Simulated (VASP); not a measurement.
# C₂H₆: convergence, intrinsic reaction coordinate

C₂H₆, molecule in box, 8 atoms in the cell. PBE, intrinsic reaction coordinate; PAW potentials C, H (PBE set). VASP 6.6.1.

Wanted: irc energy at probe within 0.005 eV.

Path: methyl rotation in C2H6.

The series start from Speed IRC_VNORM0 (Å/fs): 0.01; Tolerance IRC_DELTA0 (Å): default; Electronic threshold EDIFF (eV): 1e-6; Rising steps before the stop: 8. Each series keeps the choices made before it, and each single choice may use up half of a tolerance. Times cover all steps of a run.

## Speed IRC_VNORM0 (Å/fs)

| Speed IRC_VNORM0 (Å/fs) | Irc energy at probe, largest deviation (eV) | Time (s) |
|---|---|---|
| 0.03 | 0.0008 | 1182 |
| 0.01 | 0.0001 | 1097 |
| 0.005 | 0.0000 | 1191 |
| 0.002 (reference) | 0.0000 | 1436 |

Chosen: 0.03, the loosest value from which every tighter one stays within half of the tolerance.

## Tolerance IRC_DELTA0 (Å)

| Tolerance IRC_DELTA0 (Å) | Irc energy at probe, largest deviation (eV) | Time (s) |
|---|---|---|
| 0.01 | 0.0002 | 799 |
| default | 0.0000 | 1182 |
| 0.0005 (reference) | 0.0000 | 2140 |

Chosen: 0.01.

## Electronic threshold EDIFF (eV)

| Electronic threshold EDIFF (eV) | Irc energy at probe, largest deviation (eV) | Time (s) |
|---|---|---|
| 0.0001 | 0.0001 | 710 |
| 1e-5 | 0.0000 | 687 |
| 1e-6 | 0.0000 | 799 |
| 1e-7 (reference) | 0.0000 | 819 |

Chosen: 0.0001.

## Rising steps before the stop

| Rising steps before the stop | Irc energy at probe, largest deviation (eV) | Time (s) |
|---|---|---|
| 8 | 0.0000 | 710 |
| 3 | 0.0000 | 663 |
| 20 | 0.0000 | 720 |

Chosen: 3; it saves 47.2 s of 710, so 8 would do nearly as well.

## All choices together

| Input | Irc energy at probe, largest deviation (eV) | Time (s) |
|---|---|---|
| IRC_STOP = 1 and a coarse electronic threshold (naive) | 0.0000 | 1091 |
| chosen settings | 0.0008 | 663 |
| reference settings throughout | 0.0000 | 2473 |

The tolerance is met.

Values of the reference run: Irc energy at probe: -0.02335, -0.00612, -0.00612, -0.02335 eV.

## The input

INCAR.step1:
```
ALGO = Normal
EDIFF = 1E-7
EDIFFG = -0.005
ENCUT = 400
IBRION = 2
ISIF = 2
ISMEAR = 0
ISYM = 0
LASPH = T
LCHARG = F
LREAL = F
LWAVE = F
NELM = 100
NSW = 100
POTIM = 0.5
PREC = Normal
SIGMA = 0.01
```

INCAR.step2:
```
ALGO = Normal
EDIFF = 1E-7
ENCUT = 400
IBRION = 5
ISMEAR = 0
ISYM = 0
LASPH = T
LCHARG = F
LREAL = F
LWAVE = F
NELM = 100
NFREE = 2
NSW = 1
POTIM = 0.015
PREC = Normal
SIGMA = 0.01
```

INCAR.step3:
```
ALGO = Normal
EDIFF = 1E-8
EDIFFG = -0.003
ENCUT = 400
IBRION = 44
ISMEAR = 0
ISYM = 0
LASPH = T
LCHARG = F
LREAL = F
LWAVE = F
NELM = 100
NSW = 300
PREC = Normal
SIGMA = 0.01
```

INCAR.step4:
```
ALGO = Normal
EDIFF = 1E-4
ENCUT = 400
IBRION = 40
IRC_DELTA0 = 0.01
IRC_DIRECTION = -1
IRC_STOP = 3
IRC_VNORM0 = 0.03
ISIF = 2
ISMEAR = 0
ISYM = 0
LASPH = T
LCHARG = F
LREAL = F
LWAVE = F
NELM = 100
NSW = 900
PREC = Normal
SIGMA = 0.01
```

INCAR.step5, as INCAR.step4 but for:
```
- IRC_DIRECTION = -1
+ IRC_DIRECTION = 1
```

KPOINTS:
```
k-points
0
Gamma
  1 1 1
```

POSCAR.step1:
```
H3C
1.0
    8.0000000000      0.0000000000      0.0000000000
    0.0000000000      9.5000000000      0.0000000000
    0.0000000000      0.0000000000     10.0000000000
C H
2 6
Direct
    0.4999999975      0.4999999868      0.5762209000
    0.4999999975      0.4999999868      0.4237791000
    0.4999999975      0.6072586184      0.6157229000
    0.3896946225      0.4463706184      0.6157229000
    0.6103053725      0.4463706184      0.6157229000
    0.4999999975      0.3927413553      0.3842771000
    0.3896946225      0.5536293553      0.3842771000
    0.6103053725      0.5536293553      0.3842771000
```

POSCAR.step2:
```
H3C
1.0
    8.0000000000      0.0000000000      0.0000000000
    0.0000000000      9.5000000000      0.0000000000
    0.0000000000      0.0000000000     10.0000000000
C H
2 6
Direct
    0.4999999840      0.4999999934      0.5762209000
    0.4999999840      0.4999999934      0.4237791000
    0.4999999840      0.6072586250      0.6157229000
    0.3896946090      0.4463706250      0.6157229000
    0.6103053590      0.4463706250      0.6157229000
    0.3896946530      0.4463706776      0.3842771000
    0.5000000160      0.6072586835      0.3842771000
    0.6103053910      0.4463706718      0.3842771000
```

POSCAR.step3:
```
H3C
1.0
    8.0000000000      0.0000000000      0.0000000000
    0.0000000000      9.5000000000      0.0000000000
    0.0000000000      0.0000000000     10.0000000000
C H
2 6
Direct
    0.4999999840      0.4999999934      0.5762209000
    0.4999999840      0.4999999934      0.4237791000
    0.4999999840      0.6072586250      0.6157229000
    0.3896946090      0.4463706250      0.6157229000
    0.6103053590      0.4463706250      0.6157229000
    0.3896946530      0.4463706776      0.3842771000
    0.5000000160      0.6072586835      0.3842771000
    0.6103053910      0.4463706718      0.3842771000

   -0.0011280875      0.0000000000     -0.0000005794
    0.0011306948      0.0000000000      0.0000002897
    0.4057147505     -0.0000010000      0.0000000000
   -0.2061409218      0.3538410153     -0.0014740209
   -0.2061399218     -0.3538380152      0.0014720209
    0.2061419218     -0.3538390152     -0.0014710208
   -0.4057107504     -0.0000010000      0.0000000000
    0.2061409218      0.3538360152      0.0014750209
```

POSCAR.step4:
```
H3C                                     
   1.00000000000000     
     8.0000000000000000    0.0000000000000000    0.0000000000000000
     0.0000000000000000    9.5000000000000000    0.0000000000000000
     0.0000000000000000    0.0000000000000000   10.0000000000000000
  C               H             
     2     6
Direct
     0.4999999863199269    0.4999837961823884    0.5770469831595624
     0.5000000089411272    0.4999838247258777    0.4229530185468812
     0.4999999964430971    0.6073018677310986    0.6180789700536141
     0.3896051822629060    0.4463571174621407    0.6180819177798045
     0.6103947688323920    0.4463570990512937    0.6180819389641341
     0.3896052244305551    0.4463571331004862    0.3819180459696025
     0.4999999988722159    0.6073019044710073    0.3819210568467139
     0.6103948138980165    0.4463571519756639    0.3819180686797244
 
 -0.11280875E-02 -0.13552527E-18 -0.57940000E-06
  0.11306948E-02  0.10842022E-18  0.28970000E-06
  0.40571475E+00 -0.10000000E-05 -0.13877788E-16
 -0.20614092E+00  0.35384102E+00 -0.14740209E-02
 -0.20613992E+00 -0.35383802E+00  0.14720209E-02
  0.20614192E+00 -0.35383902E+00 -0.14710208E-02
 -0.40571075E+00 -0.10000000E-05  0.22551405E-16
  0.20614092E+00  0.35383602E+00  0.14750209E-02
```

Commands (each step's output is kept before the next begins):
```
cat potpaw_PBE.64/C/POTCAR potpaw_PBE.64/H/POTCAR > POTCAR
cp INCAR.step1 INCAR
cp POSCAR.step1 POSCAR
mpirun -np 4 vasp_gam > vasp.out
cp INCAR.step2 INCAR
cp POSCAR.step2 POSCAR
mpirun -np 4 vasp_gam > vasp.out
# the block under the positions in POSCAR is the starting axis: the most unstable mode of the Hessian, divided by the root of the mass
cp INCAR.step3 INCAR
cp POSCAR.step3 POSCAR
mpirun -np 4 vasp_gam > vasp.out
# POSCAR is the CONTCAR of the converged dimer run, with its unstable direction
cp INCAR.step4 INCAR
cp POSCAR.step4 POSCAR
mpirun -np 4 vasp_gam > vasp.out
# POSCAR is the CONTCAR of the converged dimer run, with its unstable direction
cp INCAR.step5 INCAR
mpirun -np 4 vasp_gam > vasp.out
```

The naive input happens to agree within the tolerance here, in 1091 s.

The chosen input took VASP 6.6.1 663 s on 4 cores (Intel Xeon Platinum 8259CL @ 2.50GHz (Skylake/Cascade Lake)), a shared host.
